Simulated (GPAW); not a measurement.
Input of a GPAW 26.7.0 run:

The input run.py:

```python
from ase import Atoms
from ase.dft.bandgap import bandgap
from ase.io import write
from ase.units import GPa
from gpaw import GPAW, PW

atoms = Atoms(['Bi', 'Bi', 'Se', 'Se', 'Se'],
              cell=[[2.0715, 1.1959810826, 9.5453333333],
                    [-2.0715, 1.1959810826, 9.5453333333],
                    [0.0, -2.3919621653, 9.5453333333]],
              scaled_positions=[[0.5992, 0.5992, 0.5992],
                                [0.4008, 0.4008, 0.4008],
                                [0.7883, 0.7883, 0.7883],
                                [0.2117, 0.2117, 0.2117],
                                [0.0, 0.0, 0.0]],
              pbc=True)

calc = GPAW(mode=PW(450),
            xc='PBE',
            kpts={'size': (6, 6, 6), 'gamma': True},
            occupations={'name': 'fermi-dirac', 'width': 0.05},
            nbands=39,
            maxiter=120,
            txt='gpaw.txt')
atoms.calc = calc
energy = atoms.get_potential_energy()
forces = atoms.get_forces()
stress = atoms.get_stress()
calc.write('gs.gpw')
write('result.traj', atoms)
print(f'Energy: {energy:.6f} eV')
print('Forces (eV/A):')
print(forces.round(4))
print('Stress (GPa):', (stress / GPa).round(3))
print('Fermi level:', round(calc.get_fermi_level(), 4), 'eV')
print(f'Gap: {bandgap(calc)[0]:.4f} eV, direct: {bandgap(calc, direct=True)[0]:.4f} eV')
```

Potentials or basis: GPAW PAW data sets (gpaw-data 1.2.1), pw.

Command:

```bash
$ OMP_NUM_THREADS=1 python run.py
```

(1) What does it give for the largest force?

(2) What does it give for the pressure?

## Answers

(1) 0.193 eV/Å.

(2) 2.2 GPa.

Caveat: the cutoff is short for stress and forces, so pressures can be off by a GPa or more; spin-orbit coupling is left out, which as a rule narrows the gap of such compounds by several tenths of an eV; the program warned that so skewed a cell can give wrong results.
